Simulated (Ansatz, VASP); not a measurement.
# Cross-check of Sn32HO64 (interstitial H+ in rutile SnO2) between VASP and Ansatz

Wanted: the spread between two codes on one cell, functional and k mesh. The cell is taken from a series of runs on this material, whose earlier steps may have relaxed, scaled, displaced or heated it; both programs get it as it stands.

Calculated with Ansatz 0.2.0; plane waves, with VASP 6.6.1 beside it; single point at r2SCAN.

### 1. The structure

The cell holds 97 atoms: 32 Sn, 64 O and 1 H. Its edges and angles: a = 11.472 Å, b = 11.472 Å, c = 13.463 Å, α = 54.1°, β = 54.1°, γ = 71.9°. It derives from SnO2 (SnO2 (P4_2/mnm)). Nearest the centre at fractional (0.278, 0.472, 0.699): H97 at 0.13 Å, O44 at 0.74 Å, O42 at 2.33 Å, O89 at 2.33 Å, O63 at 2.34 Å, Sn29 at 2.39 Å, Sn6 at 2.39 Å, Sn15 at 2.44 Å. The cell carries charge +1.

### 2. VASP: single point, r2SCAN

A single point gives forces, pressure and levels at one fixed geometry, so differences don't come from the geometry; what else differs is listed under the comparison.

Lines of VASP's logs that name or quote its potential files are left out, and so is its time.

INCAR

```
SYSTEM = Sn32HO64
PREC = Accurate
ENCUT = 580
EDIFF = 1E-06
NELM = 120
ISMEAR = -1
SIGMA = 0.01
LREAL = Auto
ALGO = Normal
METAGGA = R2SCAN
LASPH = .TRUE.
NELECT = 832
NBANDS = 488
LORBIT = 11
LWAVE = .FALSE.
LCHARG = .FALSE.
ISIF = 2
ISYM = 0
GGA_COMPAT = .FALSE.
EFERMI = MIDGAP
LMIXTAU = .TRUE.
NCORE = 2
```

POSCAR

```
Sn32HO64
1.0
    0.0000000000      9.5198975763      6.4015707011
    9.5198975763      0.0000000000      6.4015707011
    9.5198975763      9.5198975763      0.0000000000
Sn O H
32 64 1
Direct
    0.9984551601      0.9987386198      0.0012979006
    0.2515059142      0.2486752266      0.2505904673
    0.1249078016      0.1244847247      0.1249157234
    0.3752839560      0.3746548040      0.3745436980
[... 1 atom line left out ...]
    0.2516929275      0.2385709779      0.7549082172
[... 1 atom line left out ...]
    0.3784110848      0.3715344211      0.8787096100
    0.9997919761      0.4999929528      0.9990051729
    0.2499749147      0.7496393349      0.2487467640
[... 1 atom line left out ...]
    0.3754740040      0.8741769727      0.3747935008
    0.0003059116      0.4999859736      0.4984069183
    0.2499624716      0.7501423211      0.7488367025
    0.1138062948      0.6361620997      0.6212785786
[... 7 atom lines left out ...]
    0.6249448728      0.1250271587      0.6245624466
    0.8757874617      0.3744887268      0.8744863770
[... 1 atom line left out ...]
    0.7512337295      0.7515221859      0.2485235338
[... 2 atom lines left out ...]
    0.5114366203      0.4982656052      0.4952114025
[... 1 atom line left out ...]
    0.6254725613      0.6250649299      0.6243467063
[... 1 atom line left out ...]
    0.0006078095      0.9990188746      0.1529706301
[... 4 atom lines left out ...]
    0.2489729662      0.2497155527      0.0978714169
[... 3 atom lines left out ...]
    0.2529898936      0.2492123203      0.9013393484
    0.0302683024      0.2211826029      0.8753848396
    0.2746661494      0.4754302507      0.6442409749
[... 1 atom line left out ...]
    0.2485743351      0.2540489080      0.5976916923
    0.2206963885      0.0220208742      0.8773004436
    0.4702666850      0.2796897571      0.6232642329
    0.0039108130      0.4980745672      0.1504893228
    0.2514132275      0.7465425441      0.4033528755
[... 4 atom lines left out ...]
    0.2223137911      0.5276226232      0.3744344352
[... 1 atom line left out ...]
    0.0034050688      0.4986383325      0.6513064866
[... 1 atom line left out ...]
    0.0286802152      0.7212823293      0.8748987237
[... 1 atom line left out ...]
    0.9998513135      0.5033497391      0.8435855860
    0.2465205242      0.7501355800      0.5968538376
    0.2244038810      0.5255023234      0.8644252069
    0.4715237332      0.7773979132      0.6234175381
[... 7 atom lines left out ...]
    0.9725619240      0.2784225050      0.1223713500
[... 2 atom lines left out ...]
    0.5295821504      0.2203869591      0.8760659991
[... 1 atom line left out ...]
    0.4976709386      0.0014781138      0.8465586175
    0.7484352631      0.2522404993      0.5957989220
[... 3 atom lines left out ...]
    0.7509884510      0.7494344362      0.4025805077
    0.5287934271      0.7197001078      0.3768677146
[... 1 atom line left out ...]
    0.4958150792      0.5012764461      0.3504857723
[... 1 atom line left out ...]
    0.7279817701      0.5292717333      0.3701016680
[... 1 atom line left out ...]
    0.5007833524      0.4970641382      0.6535447947
[... 3 atom lines left out ...]
    0.5002099010      0.5009301199      0.8466506996
[... 2 atom lines left out ...]
    0.9662805473      0.7836731951      0.6230670858
    0.2680842052      0.4819982631      0.7003372984
```

KPOINTS

```
Points of the shifted mesh
1
Reciprocal
 0.2500000000  0.2500000000  0.2500000000 1
```

Potentials, in the order of the species: Sn_d, O and H (PBE family, release 64).

The run is started by

```bash
> mpirun -np 8 vasp_std
```

Numbers of over 12 decimals in the logs are rounded to 6 here.

Log:

```text
[banner, memory and clock lines left out]
running    8 mpi-ranks, on    1 nodes
[...]
|                                                                             |
|               ----> ADVICE to this user running VASP <----                  |
|                                                                             |
|     You enforced a specific xc type in the INCAR file but a different       |
|     [... a line on the potential file left out ...]
|     I HOPE YOU KNOW WHAT YOU ARE DOING!                                     |
|                                                                             |

 LDA part: xc-table for (None), standard interpolation
 POSCAR, INCAR and KPOINTS ok, starting setup
[...]
entering main loop
       N       E                     dE             d eps       ncg     rms          rms(c)
DAV:   1     0.195582969719E+05    0.19558E+05   -0.32958E+05   976   0.297E+03
DAV:   2     0.361934921343E+04   -0.15939E+05   -0.15296E+05   976   0.941E+02
DAV:   3    -0.100953104965E+04   -0.46289E+04   -0.44122E+04  1008   0.380E+02
DAV:   4    -0.162916142738E+04   -0.61963E+03   -0.60569E+03  1136   0.147E+02
DAV:   5    -0.166138958647E+04   -0.32228E+02   -0.31733E+02  1176   0.326E+01BRMIX: very serious problems
 the old and the new charge density differ
 old charge density:   833.00000 new  832.00001
    0.624E+01
DAV:   6    -0.147103178027E+04    0.19036E+03   -0.25218E+02  1416   0.684E+01    0.280E+01
DAV:   7    -0.136644598655E+04    0.10459E+03   -0.54002E+01  1376   0.221E+01    0.135E+01
DAV:   8    -0.144535948901E+04   -0.78914E+02   -0.20099E+01  1304   0.152E+01    0.680E+00
DAV:   9    -0.135234878768E+04    0.93011E+02   -0.12580E+01  1224   0.839E+00    0.282E+00
[...]
DAV:  25    -0.136277707711E+04   -0.33057E-04   -0.84033E-06   840   0.834E-03    0.142E-02
DAV:  26    -0.136277707472E+04    0.23873E-05   -0.25605E-06   712   0.453E-03    0.822E-03
DAV:  27    -0.136277707427E+04    0.45214E-06   -0.31806E-06   768   0.422E-03
   1 F= -.13627771E+04 E0= -.13627771E+04  d E =0.000000E+00
```

OUTCAR, selected parts (step 2):

```text
  FREE ENERGIE OF THE ION-ELECTRON SYSTEM (eV)
  ---------------------------------------------------
  free  energy   TOTEN  =     -1362.7770742715 eV

  energy  without entropy=    -1362.7770742715  energy(sigma->0) =    -1362.77707427
```

The run ends at a pressure of 0.45 GPa, with forces up to 25 eV/Å.

### 3. Ansatz: single point, r2SCAN

Ansatz runs on its default PAW (the set named soft_2) files.

The same cell, functional, mesh and smearing now go to Ansatz.

input.yaml

```yaml
crystal:
  lattice:
    - [0.0, 9.51989758, 6.4015707]
    - [9.51989758, 0.0, 6.4015707]
    - [9.51989758, 9.51989758, 0.0]
  atoms:
    - { symbol: Sn, position: [-0.00154484, -0.00126138, 0.001297901] }
    - { symbol: Sn, position: [0.251505914, 0.248675227, 0.250590467] }
    - { symbol: Sn, position: [0.124907802, 0.124484725, 0.124915723] }
    - { symbol: Sn, position: [0.375283956, 0.374654804, 0.374543698] }
[... 1 atom line left out ...]
    - { symbol: O, position: [0.250926655, 0.248529901, 0.404132357] }
[... 1 atom line left out ...]
    - { symbol: O, position: [0.279489631, 0.470473718, 0.125416076] }
    - { symbol: O, position: [-0.001122419, 0.0016269, 0.346651387] }
    - { symbol: O, position: [0.248972966, 0.249715553, 0.097871417] }
[... 1 atom line left out ...]
    - { symbol: O, position: [0.472833749, 0.27712045, 0.124104751] }
    - { symbol: Sn, position: [-0.001727932, 0.003926903, 0.498776286] }
    - { symbol: Sn, position: [0.251692928, 0.238570978, 0.754908217] }
    - { symbol: Sn, position: [0.12484575, 0.124782298, 0.625572765] }
[... 7 atom lines left out ...]
    - { symbol: O, position: [0.220696389, 0.022020874, 0.877300444] }
    - { symbol: O, position: [0.470266685, 0.279689757, 0.623264233] }
[... 1 atom line left out ...]
    - { symbol: Sn, position: [0.249974915, 0.749639335, 0.248746764] }
[... 2 atom lines left out ...]
    - { symbol: O, position: [0.003910813, 0.498074567, 0.150489323] }
[... 1 atom line left out ...]
    - { symbol: O, position: [0.028069154, 0.721897596, 0.376415134] }
[... 1 atom line left out ...]
    - { symbol: O, position: [0.000852651, 0.499997041, 0.345602991] }
[... 4 atom lines left out ...]
    - { symbol: Sn, position: [0.249962472, 0.750142321, 0.748836703] }
[... 3 atom lines left out ...]
    - { symbol: O, position: [0.251944887, 0.746136979, 0.902439093] }
    - { symbol: O, position: [0.028680215, 0.721282329, 0.874898724] }
    - { symbol: O, position: [0.278000188, 0.972172767, 0.625582756] }
[... 1 atom line left out ...]
    - { symbol: O, position: [0.246520524, 0.75013558, 0.596853838] }
    - { symbol: O, position: [0.224403881, 0.525502323, 0.864425207] }
    - { symbol: O, position: [0.471523733, 0.777397913, 0.623417538] }
    - { symbol: Sn, position: [0.500591867, -0.001452717, -3.41e-05] }
    - { symbol: Sn, position: [0.750194702, 0.249782033, 0.249411424] }
[... 4 atom lines left out ...]
    - { symbol: O, position: [0.527927214, 0.222027155, 0.375700369] }
[... 1 atom line left out ...]
    - { symbol: O, position: [0.49959219, -0.000219356, 0.34674366] }
[... 1 atom line left out ...]
    - { symbol: O, position: [0.721803641, 0.028148151, 0.374468851] }
[... 1 atom line left out ...]
    - { symbol: Sn, position: [0.500160476, -0.000234238, 0.499438366] }
    - { symbol: Sn, position: [0.751413579, 0.249358593, 0.749147863] }
    - { symbol: Sn, position: [0.624944873, 0.125027159, 0.624562447] }
    - { symbol: Sn, position: [0.875787462, 0.374488727, 0.874486377] }
[... 7 atom lines left out ...]
    - { symbol: O, position: [0.972825408, 0.278178208, 0.623665855] }
[... 2 atom lines left out ...]
    - { symbol: Sn, position: [0.625146819, 0.625102458, 0.125267481] }
[... 1 atom line left out ...]
    - { symbol: O, position: [0.501437248, 0.499087934, 0.153598279] }
    - { symbol: O, position: [0.750988451, 0.749434436, 0.402580508] }
[... 3 atom lines left out ...]
    - { symbol: O, position: [0.749623724, 0.750479568, 0.096845156] }
    - { symbol: O, position: [0.72798177, 0.529271733, 0.370101668] }
[... 1 atom line left out ...]
    - { symbol: Sn, position: [0.51143662, 0.498265605, 0.495211402] }
[... 1 atom line left out ...]
    - { symbol: Sn, position: [0.625472561, 0.62506493, 0.624346706] }
[... 1 atom line left out ...]
    - { symbol: O, position: [0.500783352, 0.497064138, 0.653544795] }
[... 3 atom lines left out ...]
    - { symbol: O, position: [0.500209901, 0.50093012, 0.8466507] }
[... 2 atom lines left out ...]
    - { symbol: O, position: [0.966280547, 0.783673195, 0.623067086] }
    - { symbol: H, position: [0.268084205, 0.481998263, 0.700337298] }
total_charge: 1
basis:
  ecutwfc: 500
  xc_grid: 2
hamiltonian:
  xc: r2scan
kpoints:
  mp_grid: { grid: [1, 1, 1], shift: [0.25, 0.25, 0.25] }
scf:
  occupations: { method: fermi_dirac, width: 0.01 }
  max_iter: 120
output:
  forces: true
checkpoint:
  read: "../relax.run"
```

The run is started by

```bash
> ansatz run input.yaml --threads 4 --pin off --max-ram 7536MiB --backend cpu --events-out ev --progress --plain --runs-dir out
```

Log:

```text
Warning: checkpoint.read: the run can stay near the saved state's solution: 5 site(s) moved relative to the saved geometry (max |Δs| = 1.568e-2 fractional); the SCF starts from the saved state under `checkpoint.density_extrapolation: transplant`, in force with no word given; its orbitals are not used off its sites. A run without `checkpoint.read` takes nothing of the state. A lower free energy from it at the same positions (and U, V and field ramp, if any) shows a solution that this start missed, and an equal or higher one rules none out (checkpoint.read, Limitations, in the input reference)
Engine: ansatz 0.2.0, aarch64-unknown-linux-gnu
Pseudopotentials: kind: paw
Pseudopotential: Sn, paw, valence charge 14, recommended cutoff 500 eV (meta_gga), Sn.paw.azcp
Pseudopotential: O, paw, valence charge 6, recommended cutoff 500 eV (meta_gga), O.paw.azcp
Pseudopotential: H, paw, valence charge 1, recommended cutoff 500 eV (meta_gga), H.paw.azcp
Functional definition: r2SCAN
  parameter k0 = 0.174
  parameter k1 = 0.065
  parameter a1 = 4.9479
  exchange = r2scan_x(k0 = k0, k1 = k1, a1 = a1)
  correlation = r2scan_c
Crystal: 97 atoms, lattice volume = 1160.329 Å³
Basis set: ecut = 500 eV, 29483 PW (Γ), exchange–correlation on 180×180×200 points (8 copies of the dense FFT grid, shifted against one another)
Bands: 513, of which v1, the nominal top of the filled ones, is band 416 counted from 1 (415 counted from 0)
Symmetry: 1 space group operations
Space group: P1 (ITA 1), of the structure as read, at distance tolerance 1.1e-4 Å
k-points: 1
Non-local potential: Sn, projectors of the file, l = 0: 2, l = 1: 2, l = 2: 2, l = 3: 2
Non-local potential: O, projectors of the file, l = 0: 2, l = 1: 2, l = 2: 1
Non-local potential: H, projectors of the file, l = 0: 2, l = 1: 1
PAW form: soft (Blöchl's): semilocal exchange-correlation on the pseudo side does not see the compensation charge
PAW frozen core: Sn, regenerated for the run's functional (the file was generated under x = pbe(κ = 0.804, μ = 0.219515), c = pbe(β = 0.066725))
PAW frozen core: O, regenerated for the run's functional (the file was generated under x = pbe(κ = 0.804, μ = 0.219515), c = pbe(β = 0.066725))
PAW one-centre angular grid: Sn, 590 points (default); XC on 249 of its mesh's 2787 points in the sphere
PAW one-centre angular grid: O, 302 points (default); XC on 160 Gauss nodes
PAW one-centre angular grid: H, 302 points (default); XC on 160 Gauss nodes
Initial density: read from a saved state, or passed on in memory by an earlier SCF of this step, an earlier step, the calling program or the single point that the run made first, carried with its atoms to this geometry
Initial wavefunctions: pseudopotential atomic-orbital guess
Functional: x = r2scan, c = r2scan; τ floored in thin density (d = 2e-4 eV/Å³)
iter 1 solved again at ethr=8.16e-5 eV; its pass at ethr=3.10e-3 eV (dr2=6.79e-1 eV) is discarded
SCF iter   1: F=—  HF=-229663.521621 eV  |F-HF|=—  |Δ(HF+E_count)|=         —  Δρ=1.04e-2  dr2=6.92e-1  dr2_τ=2.06e-1  ethr=8.16e-5  ⟨swp⟩=5.0  Hψ=3053  notcnv=0
preconditioner: auto → Resta (q_TF=auto, 2.581 Å⁻¹)  ε∞=3.3  [insulator: Δε(μ)=2.279 eV  Ē_g=20.826 eV  σ=0.010 eV  W_gap=1.00  n_scr=352 (ndim 8)  ℏωp=31.4 eV  f_vac=0.030  D(μ)=0.00/eV (n_scr^D=0)  ε∞_Penn≈3.3]
SCF iter   2: F=—  HF=-229663.357452 eV  |F-HF|=—  |Δ(HF+E_count)|=   1.64e-1  Δρ=3.86e-3  dr2=4.86e-2  dr2_τ=2.30e-2  ethr=8.16e-5  ⟨swp⟩=4.0  Hψ=1537  notcnv=0
SCF iter   3: F=—  HF=-229663.353077 eV  |F-HF|=—  |Δ(HF+E_count)|=   4.38e-3  Δρ=1.63e-3  dr2=8.54e-3  dr2_τ=2.27e-3  ethr=5.84e-6  ⟨swp⟩=4.0  Hψ=1318  notcnv=0
SCF iter   4: F=—  HF=-229663.352447 eV  |F-HF|=—  |Δ(HF+E_count)|=   6.29e-4  Δρ=2.24e-4  dr2=3.96e-4  dr2_τ=8.33e-5  ethr=1.03e-6  ⟨swp⟩=3.0  Hψ=1024  notcnv=0
SCF iter   5: F=—  HF=-229663.352437 eV  |F-HF|=—  |Δ(HF+E_count)|=   1.01e-5  Δρ=7.45e-5  dr2=5.15e-5  dr2_τ=6.85e-6  ethr=4.76e-8  ⟨swp⟩=2.0  Hψ=929  notcnv=0
SCF iter   6: F=—  HF=-229663.354293 eV  |F-HF|=—  |Δ(HF+E_count)|=   1.86e-3  Δρ=2.35e-5  dr2=5.53e-6  dr2_τ=6.52e-7  ethr=6.18e-9  ⟨swp⟩=3.0  Hψ=930  notcnv=0
SCF iter   7: F=—  HF=-229663.354294 eV  |F-HF|=—  |Δ(HF+E_count)|=   9.34e-7  Δρ=8.93e-6  dr2=7.58e-7  dr2_τ=1.14e-7  ethr=6.64e-10  ⟨swp⟩=3.0  Hψ=972  notcnv=0
SCF iter   8: F=-229663.354294 eV  HF=-229663.354294 eV  |F-HF|=1.19e-8  |Δ(HF+E_count)|=   6.61e-8  Δρ=2.21e-6  dr2=4.36e-8  dr2_τ=7.13e-9  ethr=1.20e-11  ⟨swp⟩=3.0  Hψ=2054  notcnv=0
SCF 1 converged in 8 iterations: F = -229663.354294 eV  dr2 = 4.36e-8
  greatest PAW one-centre occupation: 0.996 electrons in one spin orbital (limit 2), on the Sn atom at site 12 (counted from 0), in its partial waves of l = 2
SCF converged after 8 iterations
Free energy (F): -229663.354294 eV
Harris-Foulkes:  -229663.354294 eV  (|F-HF|=1.19e-8)
Internal energy: -229663.354294 eV  (E = F + TS)
E sigma→0 (E₀):  -229663.354294 eV
Fermi energy:    9.977989 eV
--- Per-component energies (eV) ---
  E_band       = -2641.307033
  E_kinetic    = 17382.541033
  E_local      = -46186.755308  (includes V_loc(G=0)·N_el)
  E_nonlocal   = 2108.671944
  E_hartree    = 24036.730174
  E_xc         = -16573.260997
  E_vxc        = -9963.527139  (∫ρ·V_xc dr)
  E_paw        = -143784.077189  (= ΣΔE_a)
  E_vpaw       = -14684.648496  (= ΣTr[D̂ρ^β])
  E_aug_tail   = 0.062287  (compensation charges beyond the density's cutoff)
  E_vtau       = 628.887621  (kinetic-family band-sum trace: ∫τ·v_τ [+ j·A + Jᵃ·Aᵃ] dr)
  E_ewald      = -66668.752255
  E_core_change = 21.486017  (= ΣΔE_core)
  E_smearing   = -0.000000  (= −TS)
  E_closure    = -0.000000  (closes the sum)
  E_deformation_potential = 17.643970  (in the stress; not in F)
  Σ components = -229663.354294   (vs F -229663.354294, Δ=0.00e0)
--- Forces (eV/Å), atoms counted from 1 ---
  atom   1  Sn    -0.00969250     0.01244610    -0.01771891
  atom   2  Sn    -0.01153059    -0.02391203     0.00638556
  atom   3  Sn     0.01388917    -0.01232356     0.02379159
  atom   4  Sn    -0.03442407    -0.02007387    -0.00101617
  atom   5  O     -0.00443083    -0.00325308    -0.00125966
  atom   6  O      0.01084127     0.01017290     0.00205584
  atom   7  O      0.00205018     0.00417722    -0.00352175
  atom   8  O      0.00322861     0.01344711    -0.00017680
  atom   9  O     -0.00135322     0.00383959    -0.00484500
  atom  10  O     -0.00218286     0.01974648    -0.02207984
  atom  11  O     -0.00391559     0.00524862    -0.00316026
  atom  12  O     -0.00147495     0.00728041    -0.00006255
  atom  13  Sn     0.00416000    -0.00443123     0.00681927
  atom  14  Sn    -0.09471448     0.10366005    -0.16782912
  atom  15  Sn    -0.01753804    -0.00579916    -0.02363635
  atom  16  Sn     0.08290282    -0.25501384     0.00120437
  atom  17  O      0.00085249    -0.00346973     0.00386031
  atom  18  O     -0.06268488    -0.05688918     0.00346604
  atom  19  O     -0.00448615    -0.00419466     0.03551085
  atom  20  O    -17.47283726   -13.87036032     0.00760514
  atom  21  O      0.00795030     0.00108295     0.00882423
  atom  22  O      0.04296971     0.02313868     0.02493071
  atom  23  O      0.00476967    -0.00926939     0.01033281
  atom  24  O      0.05910190    -0.06941657     0.00050223
[...]
atom  90  O      0.00101785    -0.00323184    -0.00487773
  atom  91  O      0.00199214     0.00412076     0.00400675
  atom  92  O     -0.00025959     0.00082813    -0.00026291
  atom  93  O     -0.00266981     0.01935176     0.02180129
  atom  94  O     -0.00086649     0.00428748     0.00580806
  atom  95  O     -0.00358687     0.00563349     0.00351625
  atom  96  O     -0.01260707     0.00789795    -0.00013940
  atom  97  H     17.47565460    14.05669315    -0.00611071
  max |Σ_I F_I| component: 1.22e-2 eV/Å
```

### 4. Comparison

Known differences besides the potentials themselves: VASP keeps PBE cores, Ansatz makes them for the functional; the cutoff is 500 eV in Ansatz and 580 eV in VASP (PREC = Accurate, projectors in real space). Total energies have different zeros and are not compared.

Compared:

| quantity | Ansatz | VASP | difference |
| --- | --- | --- | --- |
| gap on the k mesh (eV) | 2.284 | 2.307 | -0.023 |

Forces on 8 of the 97 atoms, those with the largest forces and the largest differences (eV/Å; atoms numbered as in POSCAR):

| atom | Ansatz x, y, z | VASP x, y, z |
| --- | --- | --- |
| Sn6 | -0.095, 0.104, -0.168 | -0.104, 0.083, -0.138 |
| Sn8 | 0.083, -0.255, 0.001 | 0.080, -0.255, 0.002 |
| Sn15 | 0.165, -0.185, 0.000 | 0.154, -0.189, -0.002 |
| Sn29 | -0.093, 0.105, 0.167 | -0.093, 0.083, 0.146 |
| O44 | -17.473, -13.870, 0.008 | -19.232, -15.244, 0.006 |
| O47 | 0.005, -0.009, 0.010 | -0.027, 0.020, -0.010 |
| O63 | 0.214, 0.066, 0.000 | 0.179, 0.074, 0.002 |
| H97 | 17.476, 14.057, -0.006 | 19.285, 15.477, -0.006 |

The forces differ by 188 meV/Å r.m.s., which is 9.2 % of the r.m.s. force of 2.043 eV/Å (both taken over all components). A gap on the mesh is an upper bound, since the band edges may lie between its points. The cell carries a charge of +1 e against a uniform background, so its pressure also hangs on how the neutralising background is counted, and in a defect's cell a gap may be the spacing between its levels.

### 5. Results

| Item | Value |
| --- | --- |
| r.m.s. force difference (single point, r2SCAN) | 9.2 % of the r.m.s. force |

**Reading.** The r.m.s. force difference is 9.2 % of the r.m.s. force (single point, r2SCAN), beyond the 3 % picked in this series as the mark of a large difference. What causes the difference of the single point, r2SCAN pair stays open here. Such differences can come from data sets, numerical settings and the points named under the comparisons, not from the functional's error against experiment.

[Lines on the potential files, build, host, timing and source positions are cut from VASP's logs without a mark.]

[Logs are printed without paths, hosts, clocks, repeated set-up lines and the standing remarks that a program may print on its own settings, such as how far it seeks lower states.]

[Hosts, paths, dates, database ids (printed as entryN), source tags and the programs' standing remarks are cut or masked in the printed files.]
